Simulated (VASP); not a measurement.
# Vibrations of GaAs: a test of the settings, part 2 of 2

Aim: test the modes of GaAs against the numerical settings. The starting structure is a measured crystal structure from the Crystallography Open Database.

VASP 6.6.1.

Results so far: reference T2 270.0 cm⁻¹.

## 3. Modes with a 4×4×4 mesh

Level of this step: LDA; plane waves and PAW (As, Ga_d) (VASP).

Against step 2 the input has a 4×4×4 mesh.

The input, INCAR:

```
SYSTEM = GaAs
PREC = Accurate
ENCUT = 450
EDIFF = 1E-08
NELM = 100
ISMEAR = 0
SIGMA = 0.03
LREAL = .FALSE.
ALGO = Normal
GGA = CA
NBANDS = 15
LORBIT = 11
LWAVE = .FALSE.
LCHARG = .FALSE.
KPAR = 2
IBRION = 8
LEPSILON = .TRUE.
ISIF = 2
```

The input, POSCAR:

```
GaAs
1.0
    0.0000000000      2.8043737844      2.8043737844
    2.8043737844      0.0000000000      2.8043737844
    2.8043737844      2.8043737844      0.0000000000
As Ga
1 1
Direct
    0.7500000000      0.7500000000      0.7500000000
    0.0000000000      0.0000000000      0.0000000000
```

The input, KPOINTS:

```
Automatic mesh
0
Gamma
4 4 4
0 0 0
```

Potentials, in the order of the species: As and Ga_d (LDA family, release 64).

Command:

```sh
mpirun -np 2 vasp_std
```

Log:

```text
[... set-up lines as in an earlier step ...]
 entering main loop
       N       E                     dE             d eps       ncg     rms          rms(c)
DAV:   1     0.799817504641E+02    0.79982E+02   -0.84831E+03   240   0.156E+03
DAV:   2    -0.325867691523E+01   -0.83240E+02   -0.80566E+02   247   0.296E+02
DAV:   3    -0.962909087021E+01   -0.63704E+01   -0.63433E+01   310   0.692E+01
DAV:   4    -0.971717008495E+01   -0.88079E-01   -0.88063E-01   261   0.929E+00
[...]
DAV:  11    -0.944918864238E+01   -0.66589E-05   -0.83842E-06   289   0.467E-02    0.272E-03
DAV:  12    -0.944918847975E+01    0.16263E-06   -0.62393E-07   315   0.112E-02    0.213E-03
DAV:  13    -0.944918848432E+01   -0.45702E-08   -0.99209E-08   310   0.241E-03
   1 F= -.94491885E+01 E0= -.94491885E+01  d E =-.287356E-21
 Linear response reoptimize wavefunctions to high precision
DAV:   1    -0.944918848438E+01   -0.62755E-10   -0.15996E-09   264   0.356E-04
DAV:   2    -0.944918848445E+01   -0.64574E-10   -0.23004E-10   197   0.149E-04
 Linear response G [H, r] |phi>, progress :
  Direction:   1
[...]
RMM:   9    -0.449454111435E-01   -0.95334E-08   -0.80501E-08  1108   0.227E-04    0.139E-05
 first order change of Fermi-energy  -0.72219E+00
 force on displaced ion       1 direction 1 :  -9.842  -0.000  -0.000
 Born effective charge ion    1 direction 1 :  -5.604   0.000   0.000
 Linear response progress:
  Degree of freedom:   2/  2
       N       E                     dE             d eps       ncg     rms          rms(c)
RMM:   1    -0.167168808185E+00   -0.16717E+00    0.12030E-01   686   0.859E+00
RMM:   2    -0.165751302333E+00    0.14175E-02   -0.25218E-02   985   0.126E+00    0.451E-02
RMM:   3    -0.165663574371E+00    0.87728E-04   -0.37213E-03  1028   0.401E-01    0.281E-02
RMM:   4    -0.165555139460E+00    0.10843E-03   -0.23834E-03  1104   0.193E-01    0.103E-02
[...]
RMM:  17    -0.165530468565E+00    0.58065E-07   -0.26743E-07   931   0.689E-05    0.279E-07
RMM:  18    -0.165530443699E+00    0.24867E-07   -0.99894E-08   822   0.669E-05    0.228E-07
RMM:  19    -0.165530442195E+00    0.15041E-08   -0.79627E-08   808   0.660E-05    0.181E-07
 first order change of Fermi-energy   0.73123E+00
 force on displaced ion       2 direction 1 :  -9.826   0.000   0.000
 Born effective charge ion    2 direction 1 :   1.849   0.000   0.000
 Born effective charges drift removed
 Linear response finished
```

It took 54 s on 2 MPI ranks of Intel Xeon 6975P-C (Granite Rapids), shared host; peak memory 0.33 GiB.

OUTCAR, selected parts (step 3):

```text
  Total        0.0744119      0.0744119      0.0744119      0.0000000      0.0000000      0.0000000
  in kB        2.7028073      2.7028073      2.7028073      0.0000000      0.0000000      0.0000000
  external PRESSURE =       2.7028073 kB  Pullay stress =       0.0000000 kB

 POSITION                                       TOTAL-FORCE (eV/Angst)
 -----------------------------------------------------------------------------------
      4.20656      4.20656      4.20656         0.000000      0.000000      0.000000
      0.00000      0.00000      0.00000        -0.000000     -0.000000     -0.000000
 -----------------------------------------------------------------------------------
    total drift:                               -0.000001     -0.000001     -0.000001

 MACROSCOPIC STATIC DIELECTRIC TENSOR (including local field effects in DFT)
 ------------------------------------------------------
         160.615518    -0.000000     0.000000
           0.000000   160.615518     0.000000
           0.000000     0.000000   160.615518
 ------------------------------------------------------

 MACROSCOPIC STATIC DIELECTRIC TENSOR IONIC CONTRIBUTION
 ------------------------------------------------------
           5.813602     0.000000    -0.000000
           0.000000     5.813602     0.000000
          -0.000000     0.000000     5.813602
 ------------------------------------------------------

[... 1 part as in an earlier step ...]

[... 1 further part left out ...]
```

With a 4×4×4 mesh the mode is T2 272.1 cm⁻¹, +2.1 cm⁻¹ from the reference.

## 4. Modes with a cutoff of 280 eV

Against step 2 the input has ENCUT = 280.

INCAR: that of step 3 with these lines changed.

```diff
@@ -2,3 +2,3 @@
 PREC = Accurate
-ENCUT = 450
+ENCUT = 280
 EDIFF = 1E-08
```

POSCAR is that of step 3.

The input, KPOINTS:

```
Automatic mesh
0
Gamma
6 6 6
0 0 0
```

Command:

```sh
mpirun -np 2 vasp_std
```

Log:

```text
[... set-up lines as in an earlier step ...]
 entering main loop
       N       E                     dE             d eps       ncg     rms          rms(c)
DAV:   1     0.633798740761E+02    0.63380E+02   -0.68024E+03   480   0.121E+03
DAV:   2    -0.539677314764E+01   -0.68777E+02   -0.66369E+02   564   0.234E+02
DAV:   3    -0.979602303553E+01   -0.43992E+01   -0.43915E+01   543   0.557E+01
DAV:   4    -0.985214726186E+01   -0.56124E-01   -0.56113E-01   620   0.699E+00
[...]
DAV:  11    -0.961286786821E+01   -0.50812E-05   -0.68105E-06   550   0.401E-02    0.263E-03
DAV:  12    -0.961286775487E+01    0.11334E-06   -0.48966E-07   736   0.973E-03    0.193E-03
DAV:  13    -0.961286775667E+01   -0.18026E-08   -0.67022E-08   564   0.217E-03
   1 F= -.96128678E+01 E0= -.96128678E+01  d E =-.430590E-11
 Linear response reoptimize wavefunctions to high precision
DAV:   1    -0.961286775658E+01    0.90949E-10   -0.15889E-09   538   0.323E-04
DAV:   2    -0.961286775661E+01   -0.28194E-10   -0.14840E-10   303   0.123E-04
 Linear response G [H, r] |phi>, progress :
  Direction:   1
[...]
RMM:  10    -0.445033615745E-01   -0.74218E-08   -0.55124E-09  2762   0.852E-05    0.339E-06
 first order change of Fermi-energy  -0.35740E+00
 force on displaced ion       1 direction 1 :  -9.704   0.000   0.000
 Born effective charge ion    1 direction 1 :  -3.063   0.000   0.000
 Linear response progress:
  Degree of freedom:   2/  2
       N       E                     dE             d eps       ncg     rms          rms(c)
RMM:   1    -0.167466508520E+00   -0.16747E+00    0.88366E-02  1744   0.823E+00
RMM:   2    -0.165552131598E+00    0.19144E-02   -0.24602E-02  2589   0.125E+00    0.446E-02
RMM:   3    -0.165695168416E+00   -0.14304E-03   -0.28490E-03  2694   0.333E-01    0.281E-02
RMM:   4    -0.165530965539E+00    0.16420E-03   -0.13050E-03  2842   0.134E-01    0.723E-03
[...]
RMM:  15    -0.165511068320E+00    0.30802E-07   -0.47892E-07  2822   0.384E-05    0.242E-07
RMM:  16    -0.165511053017E+00    0.15303E-07   -0.13158E-07  2692   0.328E-05    0.208E-07
RMM:  17    -0.165511094023E+00   -0.41006E-07   -0.15971E-07  2094   0.300E-05    0.566E-08
 first order change of Fermi-energy   0.36152E+00
 force on displaced ion       2 direction 1 :  -9.742  -0.000  -0.000
 Born effective charge ion    2 direction 1 :   2.019   0.000   0.000
 Born effective charges drift removed
 Linear response finished
```

Elapsed: 43 s, on 2 MPI ranks; peak memory 0.31 GiB; 83 s of CPU time.

OUTCAR, selected parts (step 4):

```text
  Total       -0.1259412     -0.1259412     -0.1259412      0.0000000      0.0000000      0.0000000
  in kB       -4.5744690     -4.5744690     -4.5744690      0.0000000      0.0000000      0.0000000
  external PRESSURE =      -4.5744690 kB  Pullay stress =       0.0000000 kB

 POSITION                                       TOTAL-FORCE (eV/Angst)
 -----------------------------------------------------------------------------------
      4.20656      4.20656      4.20656         0.000000      0.000000      0.000000
      0.00000      0.00000      0.00000        -0.000000     -0.000000     -0.000000
 -----------------------------------------------------------------------------------
    total drift:                               -0.000003     -0.000003     -0.000002

 MACROSCOPIC STATIC DIELECTRIC TENSOR (including local field effects in DFT)
 ------------------------------------------------------
          55.190738     0.000000    -0.000000
          -0.000000    55.190738    -0.000000
          -0.000000     0.000000    55.190738
 ------------------------------------------------------

 MACROSCOPIC STATIC DIELECTRIC TENSOR IONIC CONTRIBUTION
 ------------------------------------------------------
           2.737332    -0.000000     0.000000
          -0.000000     2.737332     0.000000
           0.000000     0.000000     2.737332
 ------------------------------------------------------

[... 1 part as in an earlier step ...]

[... 1 further part left out ...]
```

With a cutoff of 280 eV the mode is T2 270.6 cm⁻¹, +0.6 cm⁻¹ from the reference.

## 5. Modes with an 8×8×8 mesh

Against step 2 the input has an 8×8×8 mesh.

INCAR: that of step 4 with these lines changed.

```diff
@@ -2,3 +2,3 @@
 PREC = Accurate
-ENCUT = 280
+ENCUT = 450
 EDIFF = 1E-08
```

POSCAR is that of step 4.

The input, KPOINTS:

```
Automatic mesh
0
Gamma
8 8 8
0 0 0
```

Command:

```sh
mpirun -np 2 vasp_std
```

Log:

```text
[... set-up lines as in an earlier step ...]
 entering main loop
       N       E                     dE             d eps       ncg     rms          rms(c)
DAV:   1     0.776799792529E+02    0.77680E+02   -0.84208E+03   878   0.152E+03
DAV:   2    -0.365352801775E+01   -0.81334E+02   -0.78098E+02   975   0.301E+02
DAV:   3    -0.977902402067E+01   -0.61255E+01   -0.61057E+01  1073   0.673E+01
DAV:   4    -0.987041755370E+01   -0.91394E-01   -0.91381E-01  1038   0.924E+00
[...]
DAV:  11    -0.963656760111E+01   -0.48477E-05   -0.66847E-06   982   0.406E-02    0.246E-03
DAV:  12    -0.963656748469E+01    0.11642E-06   -0.48688E-07  1286   0.995E-03    0.194E-03
DAV:  13    -0.963656748590E+01   -0.12137E-08   -0.68954E-08  1066   0.210E-03
   1 F= -.96365675E+01 E0= -.96365675E+01  d E =-.784169E-12
 Linear response reoptimize wavefunctions to high precision
DAV:   1    -0.963656748603E+01   -0.12915E-09   -0.12223E-09   908   0.291E-04
DAV:   2    -0.963656748609E+01   -0.55934E-10   -0.10299E-10   659   0.104E-04
 Linear response G [H, r] |phi>, progress :
  Direction:   1
[...]
RMM:  11    -0.445253909365E-01    0.93597E-08    0.10332E-09  5734   0.358E-05    0.145E-06
 first order change of Fermi-energy   0.30765E-01
 force on displaced ion       1 direction 1 :  -9.658   0.000   0.000
 Born effective charge ion    1 direction 1 :  -2.410   0.000   0.000
 Linear response progress:
  Degree of freedom:   2/  2
       N       E                     dE             d eps       ncg     rms          rms(c)
RMM:   1    -0.167291773808E+00   -0.16729E+00    0.10551E-01  3604   0.850E+00
RMM:   2    -0.165587863118E+00    0.17039E-02   -0.25313E-02  5385   0.133E+00    0.442E-02
RMM:   3    -0.165768831507E+00   -0.18097E-03   -0.35377E-03  5658   0.398E-01    0.279E-02
RMM:   4    -0.165637155121E+00    0.13168E-03   -0.17083E-03  5968   0.171E-01    0.911E-03
[...]
RMM:  14    -0.165613798548E+00    0.39247E-07   -0.30849E-07  5468   0.320E-05    0.353E-07
RMM:  15    -0.165613749957E+00    0.48590E-07   -0.15045E-07  5348   0.200E-05    0.252E-07
RMM:  16    -0.165613798228E+00   -0.48271E-07   -0.10678E-07  3995   0.142E-05    0.751E-08
 first order change of Fermi-energy  -0.30509E-01
 force on displaced ion       2 direction 1 :  -9.640   0.000   0.000
 Born effective charge ion    2 direction 1 :   2.043   0.000   0.000
 Born effective charges drift removed
 Linear response finished
```

It took 3.5 min on 2 MPI ranks; peak memory 0.5 GiB.

OUTCAR, selected parts (step 5):

```text
  Total       -0.0021228     -0.0021228     -0.0021228     -0.0000000      0.0000000      0.0000000
  in kB       -0.0771053     -0.0771053     -0.0771053     -0.0000000      0.0000000      0.0000000
  external PRESSURE =      -0.0771053 kB  Pullay stress =       0.0000000 kB

 MACROSCOPIC STATIC DIELECTRIC TENSOR (including local field effects in DFT)
 ------------------------------------------------------
          30.547934    -0.000000    -0.000000
           0.000000    30.547934    -0.000000
          -0.000000     0.000000    30.547934
 ------------------------------------------------------

 MACROSCOPIC STATIC DIELECTRIC TENSOR IONIC CONTRIBUTION
 ------------------------------------------------------
           2.117620    -0.000000    -0.000000
          -0.000000     2.117620    -0.000000
          -0.000000    -0.000000     2.117620
 ------------------------------------------------------

[... 2 parts as in an earlier step ...]

[... 1 further part left out ...]
```

With an 8×8×8 mesh the mode is T2 269.5 cm⁻¹, -0.5 cm⁻¹ from the reference.

## 6. Modes with finite displacements

Against step 2 the input has IBRION = 6, NFREE = 2, POTIM = 0.015 and no LEPSILON (also changed: NSW).

INCAR: that of step 5 with these lines changed.

```diff
@@ -15,4 +15,6 @@
 KPAR = 2
-IBRION = 8
-LEPSILON = .TRUE.
+IBRION = 6
+NFREE = 2
+POTIM = 0.015
+NSW = 1
 ISIF = 2
```

POSCAR is that of step 5.

The input, KPOINTS:

```
Automatic mesh
0
Gamma
6 6 6
0 0 0
```

Command:

```sh
mpirun -np 2 vasp_std
```

Log:

```text
[... set-up lines as in an earlier step ...]
 entering main loop
       N       E                     dE             d eps       ncg     rms          rms(c)
[... 13 cycles as in an earlier step ...]
   1 F= -.96145881E+01 E0= -.96145881E+01  d E =-.108533E-11
[...]
2 F= -.96134982E+01 E0= -.96134982E+01  d E =-.376800E-16
[...]
3 F= -.96134982E+01 E0= -.96134982E+01  d E =-.435955E-15
[...]
4 F= -.96135030E+01 E0= -.96135030E+01  d E =-.532880E-15
[...]
5 F= -.96135030E+01 E0= -.96135030E+01  d E =-.536855E-15
 Finite differences progress:
  Degree of freedom:   2/  2
  Displacement:        2/  2
  Total:               4/  4
```

Elapsed: 28 s, on 2 MPI ranks; peak memory 0.32 GiB; 53 s of CPU time.

OUTCAR, selected parts (step 6):

```text
  Total       -0.0027951     -0.0003278     -0.0003278      0.0000000      0.1131243      0.0000000
  in kB       -0.1015239     -0.0119068     -0.0119068      0.0000000      4.1089320      0.0000000
  external PRESSURE =      -0.0417791 kB  Pullay stress =       0.0000000 kB

 POSITION                                       TOTAL-FORCE (eV/Angst)
 -----------------------------------------------------------------------------------
      4.20656      4.20656      4.20656        -0.145084      0.000000      0.000000
     -0.01500      0.00000      0.00000         0.145084      0.000000      0.000000
 -----------------------------------------------------------------------------------
    total drift:                               -0.000666     -0.000001     -0.000001

  FREE ENERGIE OF THE ION-ELECTRON SYSTEM (eV)
  ---------------------------------------------------
  free  energy   TOTEN  =        -9.6135030153 eV

  energy  without entropy=       -9.6135030153  energy(sigma->0) =       -9.61350302

[... 2 parts as in an earlier step ...]

[... 1 further part left out ...]
[key lines of the parts left out:]
E-fermi :   4.2408
```

The last energy, forces and stress in OUTCAR belong to the last displaced cell, not to that of POSCAR.

With finite displacements the mode is T2 270.0 cm⁻¹, as with the reference.

## 7. Comparison

```csv
run,T2,method,core minutes
reference,270.0,perturbation theory,4.6
a 4×4×4 mesh,272.1,perturbation theory,1.8
a cutoff of 280 eV,270.6,perturbation theory,1.43
an 8×8×8 mesh,269.5,perturbation theory,7.04
finite displacements,270.0,finite displacements,0.933
```

Modes are in cm⁻¹, degenerate ones as one, matched between runs by symmetry and order. A number in brackets counts the listed modes of one symmetry from the lowest. The symmetry labels come from an automatic analysis and can be wrong where levels nearly coincide. Core minutes are wall time times ranks of the run shown, on a shared host.

## 8. Outcome

```yaml
t2_reference: 270.0 cm⁻¹
t2_a_4x4x4_mesh: 272.1 cm⁻¹
t2_a_cutoff_of_280_ev: 270.6 cm⁻¹
t2_an_8x8x8_mesh: 269.5 cm⁻¹
t2_finite_displacements: 270.0 cm⁻¹
```

What this shows: The largest change comes with a 4×4×4 mesh: +2.1 cm⁻¹ in T2. On finer settings the modes change by up to -0.5 cm⁻¹ in T2 with an 8×8×8 mesh. Other changes move the modes by more: +2.1 cm⁻¹ in T2 with a 4×4×4 mesh. The dielectric constants and Born charges in the logs aren't compared here; at a small gap they can be far off, and in a run without a gap they mean nothing. The frequencies are harmonic, and the splitting of polar modes by their long-range field is left out. Further runs on this material are not shown.

[Lines on the potential files, build, host, timing and source positions are cut from VASP's logs without a mark.]

[Logs are printed without paths, hosts, clocks, repeated set-up lines and the standing remarks that a program may print on its own settings, such as how far it seeks lower states.]

[Hosts, paths, dates, database ids (printed as entryN), source tags and the programs' standing remarks are cut or masked in the printed files.]
